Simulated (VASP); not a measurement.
# BP (F-43m) in VASP: further runs, part 2 of 2

VASP 6.6.1. Earlier steps stand in the parts before.

### Step 4. Relaxation of the atoms, r2SCAN (a relaxed cell with its volume scaled by 1.06)

INCAR

```
SYSTEM = BP
PREC = Accurate
ENCUT = 600
EDIFF = 1E-7
ISMEAR = 0
SIGMA = 0.03
LREAL = .FALSE.
LASPH = .TRUE.
NELM = 80
ALGO = Normal
ISIF = 2
LWAVE = .FALSE.
LCHARG = .FALSE.
METAGGA = R2SCAN
LMIXTAU = .TRUE.
IBRION = 2
NSW = 40
EDIFFG = -0.01
```

KPOINTS

```
Automatic mesh
0
G
  10 10 10
  0 0 0
```

POSCAR

```
BP                                      
1.0
    0.0000000000      2.3104616307      2.3104616307
    2.3104616307      0.0000000000      2.3104616307
    2.3104616307      2.3104616307      0.0000000000
  B               P             
     1     1
Direct
     0.0000000000000000    0.0000000000000000    0.0000000000000000
     0.2500000000000000    0.2500000000000000    0.2500000000000000
```

Potentials or basis: VASP PAW PBE potentials, release 64 (B, P).

Run with:

```
cat potpaw_PBE.64/B/POTCAR potpaw_PBE.64/P/POTCAR > POTCAR
mpirun -np 1 vasp_std > vasp.out
```

OUTCAR:

```text
SYSTEM = BP
   PREC = Accurate
   ENCUT = 600
   EDIFF = 1E-7
   ISMEAR = 0
   LREAL = .FALSE.
   LASPH = .TRUE.
   NELM = 80
   ISIF = 2
   METAGGA = R2SCAN
   IBRION = 2
   NSW = 40
   EDIFFG = -0.01

 ion  position               nearest neighbor table
   1  0.000  0.000  0.000-   2 2.00   2 2.00   2 2.00   2 2.00
   2  0.250  0.250  0.250-   1 2.00   1 2.00   1 2.00   1 2.00

  LATTYP: Found a face centered cubic cell.
 ALAT       =     4.6209232614

  Lattice vectors:

 A1 = (   0.0000000000,   2.3104616307,   2.3104616307)
 A2 = (   2.3104616307,   0.0000000000,   2.3104616307)
 A3 = (   2.3104616307,   2.3104616307,   0.0000000000)

Analysis of symmetry for initial positions (statically):
=====================================================================
 Subroutine PRICEL returns:
 Original cell was already a primitive cell.

 Routine SETGRP: Setting up the symmetry group for a
 face centered cubic supercell.

 Subroutine GETGRP returns: Found 24 space group operations
 (whereof 24 operations were pure point group operations)
 out of a pool of 48 trial point group operations.

The static configuration has the point symmetry T_d .

Analysis of symmetry for dynamics (positions and initial velocities):
=====================================================================
 Subroutine PRICEL returns:
 Original cell was already a primitive cell.

 Routine SETGRP: Setting up the symmetry group for a
 face centered cubic supercell.

 Subroutine GETGRP returns: Found 24 space group operations
 (whereof 24 operations were pure point group operations)
 out of a pool of 48 trial point group operations.

The dynamic configuration has the point symmetry T_d .

 Subroutine INISYM returns: Found 24 space group operations
 (whereof 24 operations are pure point group operations),
 and found     1 'primitive' translations

----------------------------------------------------------------------------------------

                                     Primitive cell

  volume of cell :      24.6676

  direct lattice vectors                    reciprocal lattice vectors
     0.000000000  2.310461631  2.310461631    -0.216406970  0.216406970  0.216406970
     2.310461631  0.000000000  2.310461631     0.216406970 -0.216406970  0.216406970
     2.310461631  2.310461631  0.000000000     0.216406970  0.216406970 -0.216406970

  length of vectors
     3.267486173  3.267486173  3.267486173     0.374827867  0.374827867  0.374827867

  position of ions in fractional coordinates (direct lattice)
     0.000000000  0.000000000  0.000000000
     0.250000000  0.250000000  0.250000000

  ion indices of the primitive-cell ions
   primitive index   ion index
                 1           1
                 2           2

----------------------------------------------------------------------------------------

 KPOINTS: Automatic mesh

Automatic generation of k-mesh.
 Grid dimensions read from file:
 generate k-points for:   10   10   10

 Generating k-lattice:

  Cartesian coordinates                     Fractional coordinates (reciprocal lattice)
    -0.021640697  0.021640697  0.021640697     0.100000000  0.000000000  0.000000000
     0.021640697 -0.021640697  0.021640697     0.000000000  0.100000000  0.000000000
     0.021640697  0.021640697 -0.021640697     0.000000000  0.000000000  0.100000000

  Length of vectors
     0.037482787  0.037482787  0.037482787

  Shift w.r.t. Gamma in fractional coordinates (k-lattice)
     0.000000000  0.000000000  0.000000000

 Subroutine IBZKPT returns following result:
 ===========================================

 Found     47 irreducible k-points:

 Following reciprocal coordinates:
            Coordinates               Weight
  0.000000  0.000000  0.000000      1.000000
  0.100000  0.000000  0.000000      8.000000
  0.200000  0.000000  0.000000      8.000000
  0.300000  0.000000  0.000000      8.000000
  0.400000  0.000000  0.000000      8.000000
  0.500000  0.000000  0.000000      4.000000
[... 16 lines left out ...]
  0.300000  0.300000  0.000000      6.000000
  0.400000  0.300000  0.000000     24.000000
 [... further k-points ...]
   k-points           NKPTS =     47   k-points in BZ     NKDIM =     47   number of bands    NBANDS=      8
   number of dos      NEDOS =    301   number of ions     NIONS =      2
   total plane-waves  NPLWV =  21952
   dimension x,y,z NGX =    28 NGY =   28 NGZ =   28
   dimension x,y,z NGXF=    56 NGYF=   56 NGZF=   56
   ions per type =               1   1
   NGX,Y,Z   is equivalent  to a cutoff of  14.25, 14.25, 14.25 a.u.
   NGXF,Y,Z  is equivalent  to a cutoff of  28.49, 28.49, 28.49 a.u.
 SYSTEM =  BP
   PREC   = accura    normal or accurate (medium, high low for compatibility)
   ISTART =      0    job   : 0-new  1-cont  2-samecut
   ICHARG =      2    charge: 1-file 2-atom 10-const
   ISPIN  =      1    spin polarized calculation?
   LNONCOLLINEAR =      F non collinear calculations
   LSORBIT =      F    spin-orbit coupling
   LASPH  =      T    aspherical Exc in radial PAW
   ENCUT  =  600.0 eV  44.10 Ry    6.64 a.u.   6.53  6.53  6.53*2*pi/ulx,y,z
   NELM   =     80;   NELMIN=  2; NELMDL= -5     # of ELM steps
   EDIFF  = 0.1E-06   stopping-criterion for ELM
   LREAL  =      F    real-space projection
   EDIFFG = -.1E-01   stopping-criterion for IOM
   NSW    =     40    number of steps for IOM
   IBRION =      2    ionic relax: 0-MD 1-quasi-New 2-CG
   NFREE  =      1    steps in history (QN), initial steepest desc. (CG)
   ISIF   =      2    stress and relaxation
   ISYM   =      2    0-nonsym 1-usesym 2-fastsym
   POTIM  = 0.5000    time-step for ionic-motion
   TEBEG  =    0.0;   TEEND  =   0.0 temperature during run
   PSTRESS=    0.0 pullay stress
   NELECT =       8.0000    total number of electrons
   NUPDOWN=      -1.0000    fix difference up-down
   EMIN   =  10.00;   EMAX   =-10.00  energy-range for DOS
   EFERMI =   0.00;   METHOD = LEGACY
   ISMEAR =     0;   SIGMA  =   0.03  broadening in eV -4-tet -1-fermi 0-gaus
   EFERMI_NEDOS =   21; number of points for ismear=-14 and -15
   IALGO  =     38    algorithm
   IMIX   =      4    mixing-type and parameters
     AMIX     =   0.40;   BMIX     =  1.00
     AMIX_MAG =   1.60;   BMIX_MAG =  1.00
  volume/ion in A,a.u.               =      12.33        83.23
  Fermi-wavevector in a.u.,A,eV,Ry     =   1.124767  2.125502 17.212755  1.265102
  Thomas-Fermi vector in A             =   2.261441
   LORBIT       =      0    0 simple, 1 ext, 2 COOP (PROOUT), +10 PAW based schemes
   METAGGA = R2SCAN    functional components
   LHFCALC =     F    Hartree Fock is set to
   AEXX    =    0.0000 exact exchange contribution
   IVDW    =     0    specifies the selected vdW correction
   LEPSILON=     F    determine dielectric tensor
   LRPA    =     F    only Hartree local field effects (RPA)
 conjugate gradient relaxation of ions
 non-spin polarized calculation
 Gauss-broadening in eV      SIGMA  =   0.03
  energy-cutoff  :      600.00
  volume of cell :       24.67
 maximum number of plane-waves:       869
 NGX is ok and might be reduce to    28
   NGX = 13   NGY = 13   NGZ = 13

 number of electron       8.0000000 magnetization

 Free energy of the ion-electron system (eV)
  ---------------------------------------------------
  ext. energy  EPLUGINS =         0.00000000
  ---------------------------------------------------
  free energy    TOTEN  =       -17.27396385 eV

  energy without entropy =      -17.27396385  energy(sigma->0) =      -17.27396385

 E-fermi :   6.9037     XC(G=0): -11.2564

 val. band max:        6.7516851284   @ k =   0.0000   0.0000   0.0000
 cond. band min:       8.2699841481   @ k =   0.4000   0.4000   0.0000
 fundamental gap:      1.5182990197
 Fermi energy:         6.9036741620

 k-point     1 :       0.0000    0.0000    0.0000
  band No.  band energies     occupation
      1      -9.0121      2.00000
      2       6.7517      2.00000
      3       6.7517      2.00000
      4       6.7517      2.00000
      5      10.3177      0.00000
      6      10.3177      0.00000
      7      10.3177      0.00000
      8      13.9059      0.00000
[... 243 lines left out ...]
 k-point    24 :       0.4000    0.3000    0.0000
  band No.  band energies     occupation
      1      -6.0627      2.00000
      2       0.3524      2.00000
      3       2.7046      2.00000
      4       3.2172      2.00000
      5       8.8322      0.00000
      6      10.7095      0.00000
      7      16.4993      0.00000
      8      16.5521      0.00000

 [... further k-points ...]

------------------------ aborting loop because EDIFF is reached ----------------------------------------

  FORCE on cell =-STRESS in cart. coord.  units (eV):
  Direction    XX          YY          ZZ          XY          YZ          ZX
  --------------------------------------------------------------------------------------
  -------------------------------------------------------------------------------------
  Total       -1.3677359     -1.3677359     -1.3677359     -0.0000000     -0.0000000      0.0000000
  in kB      -88.8354976    -88.8354976    -88.8354976     -0.0000000     -0.0000000      0.0000000
  external PRESSURE =     -88.8354976 kB  Pullay stress =       0.0000000 kB

 VOLUME and BASIS-vectors are now :
 -----------------------------------------------------------------------------
  energy-cutoff  :      600.00
  volume of cell :       24.67
      direct lattice vectors                 reciprocal lattice vectors
     0.000000000  2.310461631  2.310461631    -0.216406970  0.216406970  0.216406970
     2.310461631  0.000000000  2.310461631     0.216406970 -0.216406970  0.216406970
     2.310461631  2.310461631  0.000000000     0.216406970  0.216406970 -0.216406970

 POSITION                                       TOTAL-FORCE (eV/Angst)
 -----------------------------------------------------------------------------------
      0.00000      0.00000      0.00000        -0.000000      0.000000     -0.000000
      1.15523      1.15523      1.15523         0.000000     -0.000000      0.000000
 -----------------------------------------------------------------------------------
    total drift:                                0.000000      0.000000      0.000000

  FREE ENERGIE OF THE ION-ELECTRON SYSTEM (eV)
  ---------------------------------------------------
  free  energy   TOTEN  =       -17.2739638525 eV

  energy  without entropy=      -17.2739638525  energy(sigma->0) =      -17.27396385

 reached required accuracy - stopping structural energy minimisation
```

CONTCAR:

```text
BP
   1.00000000000000
     0.0000000000000000    2.3104616306999999    2.3104616306999999
     2.3104616306999999    0.0000000000000000    2.3104616306999999
     2.3104616306999999    2.3104616306999999    0.0000000000000000
  B               P
     1     1
Direct
     0.0000000000000000    0.0000000000000000    0.0000000000000000
     0.2500000000000000    0.2500000000000000    0.2500000000000000

  0.00000000E+00  0.00000000E+00  0.00000000E+00
  0.00000000E+00  0.00000000E+00  0.00000000E+00
```

It took 32 s on 1 thread of Intel Xeon 6975P-C (Granite Rapids), shared host; peak memory 0.16 GiB.

Results:

- Free energy: -17.2740 eV
- Pressure after relaxing: -8.9 GPa
- Band gap on the k mesh: 1.52 eV, indirect (least direct gap 3.57 eV)

Final structure:
```
B P
1.0
     0.00000    2.31046    2.31046
     2.31046    0.00000    2.31046
     2.31046    2.31046    0.00000
B P
1 1
Cartesian
  0.0000 0.0000 0.0000
  1.1552 1.1552 1.1552
```

Levels at points of the mesh, in eV from the valence-band top:
```csv
k point,band 1,band 2,band 3,band 4,band 5,band 6,band 7,band 8
"(0.00, 0.00, 0.00)",-15.76,0.00,0.00,0.00,3.57,3.57,3.57,7.15
"(0.50, 0.00, 0.00)",-12.48,-9.10,-1.79,-1.79,3.80,5.00,5.00,10.71
"(0.50, 0.50, 0.00)",-10.90,-8.84,-4.14,-4.14,1.64,1.96,12.53,12.53
```

Caveat: the relaxation stopped at its first step, so nothing moved; the PAW data sets were made with another functional, which shifts forces and pressure a little.

### Step 5. Overview

```tsv
cell	gap on the mesh (eV)	pressure (GPa)
atoms relaxed from: a relaxed cell with its volume scaled by 1.02	1.47	-3.2
atoms relaxed from: a relaxed cell with its volume scaled by 1.04	1.49	-6.2
atoms relaxed from: a relaxed cell with its volume scaled by 1.06	1.52	-8.9
```

Alike in all rows: task relaxation of the atoms; level r2SCAN; potentials or basis VASP PAW PBE potentials, release 64 (B, P); no spin polarisation; k mesh 10 × 10 × 10; cutoff (eV) 600; smearing gaussian 0.03 eV.

Caveats: the relaxation stopped at its first step, so nothing moved; the PAW data sets were made with another functional, which shifts forces and pressure a little.

Absolute energies hang on the potentials; compare differences alone.
